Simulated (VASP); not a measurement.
PbO2: equation of state with PBEsol

The system is PbO2.

```
Pb O
1.0
     0.00000    2.70199    2.70199
     2.70199    0.00000    2.70199
     2.70199    2.70199    0.00000
Pb O
1 2
Direct
  0.00000 0.00000 0.00000
  0.75000 0.75000 0.75000
  0.25000 0.25000 0.25000
```

The cell comes from a database or a generator and needn't be the stable form of this composition.

```json
{
  "Program": "VASP 6.6.1",
  "Task": "equation of state",
  "Functional": "PBEsol",
  "Potentials or basis": "VASP PAW PBE potentials, release 64 (Pb_d, O)",
  "Cutoff": "520 eV",
  "k mesh": "9 × 9 × 9",
  "Occupations": "fermi-dirac, width 0.05 eV",
  "Spin": "no spin polarisation",
  "Ladder": "free",
  "Further INCAR settings": "ALGO = Normal; EDIFF = 1e-07; NBANDS = 20"
}
```

| Quantity | Value |
| --- | --- |
| Equilibrium volume | 12.67 Å³/atom |
| Bulk modulus | 154 GPa |
| Pressure derivative of the bulk modulus | 5.1 |

Energy against volume, from the lowest point:
```tsv
volume (Å³/atom)	energy (meV/atom)
12.362	3.67
12.625	0.00
12.888	1.71
13.151	8.15
13.414	18.75
13.677	33.05
13.940	50.57
```

All runs of the series together: 3.2 min on 1 thread of AMD EPYC 7R13 Processor (Zen 3) (shared host).

Caveat: the PAW data sets were made with another functional, which shifts forces and pressure a little. The run has no spin-orbit coupling, so splittings on Pb are missing.
